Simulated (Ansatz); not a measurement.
CdS, 2 atoms in the cell. The structure is cubic, space group Fm-3m (No. 225). The conventional cell has a = 5.506 Å, b = 5.506 Å, c = 5.506 Å, α = 90.00°, β = 90.00°, γ = 90.00°. Cd (site symmetry m-3m) is surrounded by 6 S at 2.75 Å. S (site symmetry m-3m) is surrounded by 6 Cd at 2.75 Å. Measurements of this composition are mostly on another form, of space group No. 186.

```yaml
Program: Ansatz 0.2.0
Task: single point
Functional: PBE-PBEsol
Potentials_or_basis: all-electron LAPW, scalar-relativistic
Cutoff: 221 eV (chosen from the basis error)
Basis_error_allowed: 0.0005 eV/atom
k_mesh: 8 × 8 × 8
Occupations: methfessel-paxton, width 0.025 eV
Spin: no spin polarisation
```

Potentials or basis: all-electron LAPW, scalar-relativistic.

The run is started by

```bash
$ ansatz run input.yaml --threads 1 --pin off --max-ram 2560MiB --backend cpu --events-out ev --progress --plain --runs-dir out
```

Hardware: 1 thread of Intel(R) Xeon(R) 6975P-C (Granite Rapids), with other jobs on the host.

Problem. How long does it take, and how much memory?

Solution. Run time: 3.8 s on 1 thread of Intel(R) Xeon(R) 6975P-C (Granite Rapids) (shared host), peak memory 0.34 GiB. Counts: scf iterations 7, plane waves 331, k points 29, bands 21.
